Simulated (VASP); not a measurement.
Write the native input for VASP 6.6.1 that does the following.

```
Task                   : single point
Functional             : PBE
Dispersion             : D3(BJ)
Potentials or basis    : VASP PAW PBE potentials, release 64 (B, N)
Cutoff                 : 520 eV
k mesh                 : 9 × 9 × 9
Occupations            : gaussian, width 0.1 eV
Spin                   : no spin polarisation
Dipole correction      : no
Further INCAR settings : ALGO = Normal; EDIFF = 1e-07; NBANDS = 11
```

The structure of BN lies in POSCAR:

```
BN
1.0
    1.2511217600      0.7223355200      3.3729343400
   -1.2511217600      0.7223355200      3.3729343400
    0.0000000000     -1.4446710300      3.3729343400
B N
1 1
Direct
    0.9996712200      0.9996712200      0.9996712200
    0.3327617900      0.3327617900      0.3327617900
```

The cell is a database's computed one.

The input as run:

INCAR

```
SYSTEM = BN
PREC     = Accurate       ! precision mode
ENCUT    = 520            ! plane-wave cutoff, eV
EDIFF    = 1E-7           ! SCF threshold, eV
ISMEAR   = 0              ! smearing method
SIGMA    = 0.1            ! smearing width, eV
LREAL    = .FALSE.        ! projectors in reciprocal space
LASPH    = .TRUE.         ! aspherical terms in the spheres
NELM     = 100            ! most SCF steps
ALGO     = Normal         ! electronic algorithm
ISIF     = 2              ! what is computed and relaxed
LWAVE    = .FALSE.        ! write WAVECAR
LCHARG   = .FALSE.        ! write CHGCAR
GGA      = PE             ! functional
IVDW     = 12             ! dispersion correction
NBANDS   = 11             ! bands
```

KPOINTS

```
regular mesh
0
G
  9 9 9
  0 0 0
```

Potentials or basis: VASP PAW PBE potentials, release 64 (B, N).

Launch:

```console
$ cat potpaw_PBE.64/B/POTCAR potpaw_PBE.64/N/POTCAR > POTCAR
$ mpirun -np 1 vasp_std > vasp.out
```

It gave:

* Pressure: 1.0 GPa
* Largest force: 0.003 eV/Å
* Band gap on the k mesh: 4.38 eV, indirect (least direct gap 4.70 eV)
* Dispersion energy per atom: -0.139 eV

Caveat: an odd mesh through Γ misses points on the zone boundary, where band edges often lie.

Run time: 17 s on 1 thread of Intel(R) Xeon(R) Platinum 8488C (Sapphire Rapids) (shared host), peak memory 0.17 GiB.
